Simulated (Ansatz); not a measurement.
Al in several cubic structure types, each at its own equilibrium volume.

Computed with PBE, plane waves, PAW datasets (generated soft set 1) (Ansatz 0.2.0 development build).

Settings: cutoff 420 eV; no spin polarisation; Fermi–Dirac smearing of 0.0612 eV; k-meshes 31³ (diamond), 46³ (fcc), 40³ (simple cubic).

Problem. Rank the structures by energy per atom, lowest first.
A. fcc
B. diamond
C. simple cubic

Solution. A (0.0 meV/atom), C (372 meV/atom), B (746 meV/atom).

Problem. Give the equilibrium volume and bulk modulus of each.

Solution. 
| structure | V₀ (Å³/atom) | B₀ (GPa) |
| --- | --- | --- |
| diamond | 27.64 | 37 |
| fcc | 16.49 | 78 |
| simple cubic | 20.16 | 57 |

Only these cubic types are compared here; the real ground state can be another structure or magnetic.

Model structures, not the usual forms at ambient conditions (metastable or hypothetical): Al (diamond type), Al (simple cubic type).
